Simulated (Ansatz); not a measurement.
Level of theory: DFT PBE, scalar-relativistic, plane waves, PAW in Ansatz. Settings: cutoff 420 eV, Γ-centred meshes spaced at most about 0.3 Å⁻¹, and about 0.25 Å⁻¹ or finer for metals (2π included), Gaussian smearing. Spin is collinear in cells that carry moments; the others ran without spin or lost their moments.

These are static total energies at zero pressure.

Compare these two cells of NiO, each relaxed at this level.

A. (parallel moments up to 1.5 μB)

```yaml
crystal:
  lattice:
    - [0.00000, 2.10818, 2.10818]
    - [2.10818, 0.00000, 2.10818]
    - [2.10818, 2.10818, 0.00000]
  atoms:
    - { symbol: Ni, position: [0.00000, 0.00000, 0.00000] }
    - { symbol: O, position: [0.50000, 0.50000, 0.50000] }
```

B. (no moments)

```yaml
crystal:
  lattice:
    - [2.68783, 0.00000, 0.00000]
    - [0.00000, 2.68783, 0.00000]
    - [0.00000, 0.00000, 3.23959]
  atoms:
    - { symbol: Ni, position: [0.00000, 0.00000, 0.50000] }
    - { symbol: O, position: [0.50000, 0.50000, 0.50000] }
```

Problem. Which is lower in energy, and by how much?

Solution. A is lower, by 64 meV/atom. A has the rock salt type, space group Fm-3m (No. 225), 9.4 Å³/atom and no gap on its mesh; B has space group P4/mmm (No. 123), 11.7 Å³/atom and no gap. Counting O atoms around Ni (those within 1.25 times the shortest such distance or 1.15 times the sum of covalent radii), A has Ni 6 and B has Ni 4. Their magnetic states differ too, which can make part of the margin. In A, around Ni lie 6 O at 2.11 Å; around O lie 6 Ni at 2.11 Å. In B, around Ni lie 4 O at 1.90 Å; around O lie 4 Ni at 1.90 Å. Origin: A, reached from a cell as deposited in COD, among other starts; B, invented. Shaken at random and relaxed again, B falls into a cell with space group Pmma (No. 51), 76 meV/atom lower, so it is a saddle point or a shallow minimum. The lowest form computed isn't among them: it has space group P4_2/mmc (No. 131), 10.0 Å³/atom and lies 0.34 eV/atom below the best shown.

Weakly bound directions are ill-defined at this level, which has no dispersion term (P4/mmm), and this can change margins and order among such cells. In such compounds of Ni a zero gap at this level may well be an artefact, since no Hubbard U is applied. Another magnetic order may lie lower. Cells without such a test can be saddle points. Some candidate types were left out of the draw beforehand, so a known form may be missing.
